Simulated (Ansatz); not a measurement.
**Charge transition levels of the H interstitial in Al2O3, term by term**

Level of theory: DFT PBEsol, scalar-relativistic, plane waves, PAW (Ansatz). Run with 420 eV cutoff, 2×2×2 k-mesh, shifted by half a step, Gaussian smearing of 0.01 eV, collinear spin in charge 0 alone.

Host crystal, relaxed:

```
CELL_PARAMETERS angstrom
2.38693 1.37810 4.33829
-2.38693 1.37810 4.33829
0.00000 -2.75619 4.33829
ATOMIC_POSITIONS crystal
Al 0.14792 0.14792 0.14792
Al 0.35208 0.35208 0.35208
Al 0.64792 0.64792 0.64792
Al 0.85208 0.85208 0.85208
O 0.94414 0.55586 0.25000
O 0.44414 0.75000 0.05586
O 0.55586 0.25000 0.94414
O 0.25000 0.94414 0.55586
O 0.75000 0.05586 0.44414
O 0.05586 0.44414 0.75000
```

The H interstitial was set at (0.000, 0.000, 0.000) of the host cell, in a supercell of 40 sites (342 Å³), relaxed at fixed cell in each charge q. The host's Kohn–Sham gap is 6.03 eV and its static dielectric constant 10.4 (mean). For each charge: the supercell's free energy over the neutral one with q electrons exchanged at the valence band top, F(q) − F(0) + qE_v; the image-charge term; and the term that aligns the potential far from the defect with the host's.

| q | F(q) − F(0) + qE_v (eV) | image charge (eV) | alignment (eV) |
| --- | --- | --- | --- |
| +1 | -3.097 | 0.282 | -0.011 |
| 0 | 0.000 | 0.000 | 0.000 |
| -1 | 3.647 | 0.282 | -0.137 |

Q: Add the terms and find the levels between neighbouring charges, ε(q/q′) = [A(q′) − A(q)]/(q − q′), with and without the two corrections.

A: A(q): -2.826 eV for +1, 0.000 eV for 0, 3.791 eV for -1.
```json
{"level": "(+1/0)", "corrected (eV over E_v)": "2.83", "uncorrected (eV)": "3.10"}
{"level": "(0/-1)", "corrected (eV over E_v)": "3.79", "uncorrected (eV)": "3.65"}
```

As a check, a point charge in a simple cubic cell of this volume has q²αe²/(2εL) = 0.280 q² eV (e² = 14.40 eV Å, α = 2.837, L = 7.00 Å); the shape of the real cell and the anisotropy of ε can change it somewhat. The term grows as q², so it pushes donor levels down and acceptor levels up. The program doubts the alignment for q = +1, -1, so levels beside it are uncertain by about that term.

Q: Which of these charges is lowest with the Fermi level at the valence band top, at mid-gap and at the conduction band bottom?

A: The line A(q) + qE_F that lies lowest gives the charge: +1 at E_F = 0.00 eV, 0 at E_F = 3.01 eV, -1 at E_F = 6.03 eV. Charges beyond those computed could lie lower near the band edges.

Q: The neutral defect forms at 3.39 eV with atoms taken from and returned to the elements. What are the formation energies at those three Fermi levels, and what share of sites would hold the defect at 1200 K with E_F at mid-gap, if the host still stood at that temperature?

A: E_f = E_f(0) + A(q) + qE_F = 0.57, 3.39, 1.15 eV. In the dilute limit the share is exp(−E_f/k_BT) = exp(−3.393/0.1034) = 5.6×10⁻¹⁵, leaving out degeneracy and vibrational entropy. This is the H-rich limit; a poorer supply of H, or a competing compound of it, raises E_f. The small cell and the narrow Kohn–Sham gap leave errors of tenths of an eV or more, which change the share by orders of magnitude.

Hydrogen comes out amphoteric, donating an electron at low Fermi level and accepting one at high, with a neutral window between 2.83 and 3.79 eV. The levels keep this order without the corrections, at 3.10 and 3.65 eV. It is what repulsion in a singly occupied hydrogen s orbital gives when relaxation is modest.

This disagrees with the well-known behaviour of interstitial hydrogen in alumina, where the neutral state is unstable against the two charged ones. There the proton binds to an oxygen lone pair as hydroxyl, while hydride favours nearby cations, and these relaxations outweigh the repulsion. The likely cause is the starting site: it is an inversion centre of the host, where the force on hydrogen vanishes by symmetry, so the proton probably never reached an oxygen. An O–H bond would lower the +1 state and raise the donor level, possibly past the acceptor level. The neutral ground state at mid-gap is therefore not established, and the share computed from it says little about the total hydrogen content.
